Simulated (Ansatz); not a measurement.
SnO2:

```xyz
6
Lattice="3.2306 0.0000 0.0000 -1.6153 2.7978 0.0000 0.0000 0.0000 10.7906" Properties=species:S:1:pos:R:3 pbc="T T T"
Sn    0.0000    0.0000    0.0000
Sn    0.0000    0.0000    5.3953
O     0.0000    1.8652    9.7748
O     0.0000    1.8652    6.4111
O     1.6153    0.9326    1.0158
O     1.6153    0.9326    4.3795
```

Measurements of this composition are mostly on another form, of space group No. 136.

* Program: Ansatz 0.2.0
* Task: relaxation of cell and atoms
* Functional: LDA
* Potentials or basis: Ansatz PAW
* Cutoff: 420 eV (not typed: the program's choice for these potentials)
* k mesh: 9 × 9 × 3
* Occupations: fermi-dirac, width 0.05 eV
* Spin: no spin polarisation

At the start: volume 16.25 Å³/atom.

Q: How do energy, volume and symmetry change on relaxing?

A: It ends after 13 steps and the volume is 15.10 Å³/atom (-7.1 %); space group P6_3/mmc (No. 194, to 0.05 Å).

Step by step:
```tsv
step	energy change (eV)	largest force (eV/Å)	volume (Å³)
1	0.0000	0.6944	97.53
2	-0.1617	0.1438	92.35
3	-0.1631	0.0471	93.37
4	-0.1650	0.0004	93.13
5	-0.1453	0.0004	93.13
6	-0.1510	0.0005	92.30
7	-0.1548	0.0003	91.66
8	-0.1550	0.0000	91.62
9	-0.1469	0.0007	91.62
10	-0.1513	0.0001	90.93
11	-0.1476	0.0001	90.93
12	-0.1498	0.0003	90.59
13	-0.1481	0.0001	90.59
```

Final structure:
```yaml
crystal:
  lattice:
    - [3.17000, 0.00000, 0.00000]
    - [-1.58500, 2.74530, 0.00000]
    - [0.00000, 0.00000, 10.40911]
  atoms:
    - { symbol: Sn, position: [0.00000, 0.00000, 0.00000] }
    - { symbol: Sn, position: [0.00000, 0.00000, 0.50000] }
    - { symbol: O, position: [0.33333, 0.66667, 0.90476] }
    - { symbol: O, position: [0.33333, 0.66667, 0.59524] }
    - { symbol: O, position: [0.66667, 0.33333, 0.09524] }
    - { symbol: O, position: [0.66667, 0.33333, 0.40476] }
```

Caveat: the plane-wave basis is chosen anew once the cell has moved, so the energies of steps on either side of that aren't comparable; the pressure holds a Pulay correction of +0.9 GPa for the finite cutoff; the PAW data sets come from PBE, with cores solved anew for the run's functional, which leaves a small shift of forces and pressure.
